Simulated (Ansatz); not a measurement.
**Two Ansatz runs on Au**

The cell comes from COD entry 9013036, which wasn't checked; take it as a given geometry. It was measured hot, at 574 K. The listed cell was then made from it by scaling, straining or moving an atom.

First run: DFT, PBE, PAW with Ansatz's default frozen-core files, scalar-relativistic (Ansatz 0.2.0).

Command: `ansatz run input.yaml --threads 1 --pin off --max-ram 2048MiB --backend cpu --events-out ev --progress --plain --runs-dir out` The run took 2.1 s on 1 thread of Arm Neoverse V2, with other jobs on the host, peak memory 0.33 GiB.

```yaml
crystal:
  lattice:
    - [0.0, 2.0317713984, 2.0317713984]
    - [2.0317713984, 0.0, 2.0317713984]
    - [2.0317713984, 2.0317713984, 0.0]
  atoms:
    - { symbol: Au, position: [0.0, 0.0, 0.0] }
kpoints:
  mp_grid: { grid: [14, 14, 14] }
scf:
  occupations: { method: fermi_dirac, width: 0.08 }
hamiltonian:
  xc: pbe
  pseudopotentials: { kind: paw }
output:
  forces: true
  stress: true
  eigenvalues: true
  efg: { contact_densities: true }
```

Result: converged; pressure 11.80 GPa; 6 SCF iterations.

No spin–orbit coupling, which matters for the heavy atoms here.

The input is then changed:

```diff
@@ -13,4 +13,5 @@
   xc: pbe
   pseudopotentials: { kind: paw }
+  dispersion: d3bj
 output:
   forces: true
```

Q: Predict the outcome of the changed run.

A: It converged; pressure 5.08 GPa; 6 SCF iterations.

The results part of its log:

```
SCF 1 converged in 6 iterations: F = -13149.964736 eV  dr2 = 2.51e-9
  greatest PAW one-centre occupation: 1.000 electrons in one spin orbital (limit 2), on the Au atom at site 0 (counted from 0), in its partial waves of l = 0
SCF converged after 6 iterations
Free energy (F): -13149.964736 eV
Harris-Foulkes:  -13149.964736 eV  (|F-HF|=1.59e-9)
Internal energy: -13149.958162 eV  (E = F + TS)
E sigma→0 (E₀):  -13149.961449 eV
Entropy (-TS):   -0.006574 eV (-6.574 meV/atom)
Fermi energy:    21.068086 eV
--- Per-component energies (eV) ---
  E_band       = -199.590993
  E_kinetic    = 605.560129
  E_local      = -1680.606157  (includes V_loc(G=0)·N_el)
  E_nonlocal   = 74.214466
  E_hartree    = 719.253881
  E_xc         = -228.405898
  E_vxc        = -275.791811  (∫ρ·V_xc dr)
  E_paw        = -9706.715519  (= ΣΔE_a)
  E_vpaw       = -361.479510  (= ΣTr[D̂ρ^β])
  E_aug_tail   = 0.001504  (compensation charges beyond the density's cutoff)
  E_ewald      = -2932.583883
  E_disp       = -0.676686  (pairwise vdW)
  E_smearing   = -0.006574  (= −TS)
  E_closure    = 0.000000  (closes the sum)
  Σ components = -13149.964736   (vs F -13149.964736, Δ=0.00e0)
--- Forces (eV/Å), atoms counted from 1 ---
  atom   1  Au     0.00000000     0.00000000    -0.00000000
  max |Σ_I F_I| component: 1.64e-32 eV/Å
--- Stress (GPa, compression-positive) ---
        5.078393       0.000000      -0.000000
       -0.000000       5.078393      -0.000000
       -0.000000      -0.000000       5.078393
  P = ⅓ Tr σ = 5.0784 GPa (50.784 kbar)
--- PAW observables at the nuclei: V_zz in 10²¹ V/m², potentials from the cell's mean, atoms counted from 1 ---
  atom   1  Au V_zz =    -0.000000   η = 0.0000   by run symmetry: forbidden
            electrostatic potential = -16463.656113 V   contact ρ = 13078500.502415 e/Å³
--- Band table (eV; the first three rows and the last of 104) ---
  k-point 0: bands = ["-84.4201", "-35.7669", "-35.7669", "-35.7669", "11.0494", "16.3057", "16.3057", "16.3057", "17.8693", "17.8693", "35.5338", "39.6222", "39.6222", "39.6222"]
  k-point 1: bands = ["-84.4195", "-35.7786", "-35.7686", "-35.7686", "11.2303", "16.2461", "16.3681", "16.3681", "17.8412", "17.8412", "35.7476", "38.5372", "39.8416", "39.8416"]
  k-point 2: bands = ["-84.4177", "-35.8113", "-35.7736", "-35.7736", "11.7467", "16.1147", "16.5125", "16.5125", "17.8050", "17.8050", "35.9452", "36.7241", "40.4382", "40.4382"]
  k-point 103: bands = ["-84.4029", "-35.9379", "-35.9085", "-35.8580", "14.9070", "15.3932", "16.3069", "17.8036", "19.4442", "25.9531", "26.5392", "28.3081", "30.6323", "42.9599"]
```
